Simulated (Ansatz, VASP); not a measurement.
## Se in VASP and in Ansatz

```
Se
1.0
     2.00212    1.15592    1.63465
    -2.00212    1.15592    1.63465
     0.00000   -2.31185    1.63465
Se
1
Direct
  0.00000 0.00000 0.00000
```

Alike in both runs: functional PBE; k mesh 15 × 15 × 15; occupations fermi-dirac, width 0.15 eV; no spin polarisation.

Ansatz relaxed the structure, and its values are those at the end. VASP's run is a single point on that final structure, the one shown.

```csv
,VASP,Ansatz
version,VASP 6.6.1,Ansatz 0.2.0
potentials or method,"VASP PAW PBE potentials, release 64 (Se)","scalar-relativistic, plane waves, PAW"
plane-wave cutoff (eV),520,420
valence electrons in the cell,6,16
```

|  | VASP | Ansatz | Ansatz less VASP |
| --- | --- | --- | --- |
| gap on the k mesh at the Fermi level (eV) | none | none | - |
| pressure (GPa) | 0.0 | 0.0 | -0.03 |

A gap of «none» marks a metal or a gap that the smearing closes. The two sets of potentials don't hold the same shells in valence.
